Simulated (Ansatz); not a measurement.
33S NMR of the central transition in CdS under strain

Cell: an entry of the Crystallography Open Database (COD), relaxed with PBE at fixed cell and then changed (z compressed by 2 %, ions relaxed).

```xyz
2
Lattice="0.0000 2.9165 2.8582 2.9165 0.0000 2.8582 2.9165 2.9165 0.0000" Properties=species:S:1:pos:R:3 pbc="T T T"
Cd    0.0000    0.0000    0.0000
S     1.4583    1.4583    1.4291
```

Atoms are numbered from 1 in the order listed; like atoms form one site, named after its first atom.

The numbers come from a DFT calculation in Ansatz (PBE, plane waves and PAW, scalar-relativistic, 420 eV cutoff, Γ-centred 13×13×13 k-points, Fermi–Dirac smearing 0.02 eV).

33S has I = 3/2 and Q = -69.40 mb (Pyykkö 2018); at 21.1 T its Larmor frequency is ν₀ = 69.0 MHz. Only the quadrupole interaction is simulated: positions count from each site's isotropic chemical shift, and J coupling is left out, as are shift anisotropy and dipolar coupling, which fast spinning averages.

Simulated pattern of one S site (fast magic-angle spinning, Gaussian broadening 0.02 kHz):

offset (kHz), height and a bar:
```
  -0.3921          0 
  -0.3806          2 #
  -0.3691          5 #
  -0.3575          6 ##
  -0.3460          6 ##
  -0.3344          6 ##
  -0.3229          6 ##
  -0.3113          6 ##
  -0.2998          7 ##
  -0.2882          7 ##
  -0.2767          7 ##
  -0.2651          7 ##
  -0.2536         13 ####
  -0.2420         45 #############
  -0.2305         81 ########################
  -0.2189         70 #####################
  -0.2074         54 ################
  -0.1958         48 ##############
  -0.1843         44 #############
  -0.1727         43 #############
  -0.1612         42 #############
  -0.1496         42 ############
  -0.1381         42 #############
  -0.1265         44 #############
  -0.1150         46 ##############
  -0.1035         50 ###############
  -0.0919         55 #################
  -0.0804         67 ####################
  -0.0688         92 ############################
  -0.0573        100 ##############################
  -0.0457         42 #############
  -0.0342          4 #
```

**Question.** Which |C_Q| and η does the pattern imply?

**Answer.** The pattern spans 0.323 kHz before broadening and its centre of gravity is at -0.151 kHz, which fixes P_Q; the places of the horns and steps fix η. That gives P_Q = 0.645 MHz, |C_Q| = 0.645 MHz and η = 0.00. The sign of C_Q can't be read from the pattern.

An axis of threefold or higher order runs through S, so V_zz lies along it and η is zero.

Without spin–orbit coupling (the program notes it for Cd) the gradients can shift somewhat, as the gap is small.

The relaxation (1 step) took 11 s of wall time (11 s of CPU time) and 0.58 GiB at its peak, on 1 thread of Intel Xeon Platinum 8375C CPU @ 2.90GHz (Ice Lake) (x86_64; 16 cores open to the job, memory cap 3.0 GiB, no GPU), a shared host with a load of 0.6 a core.
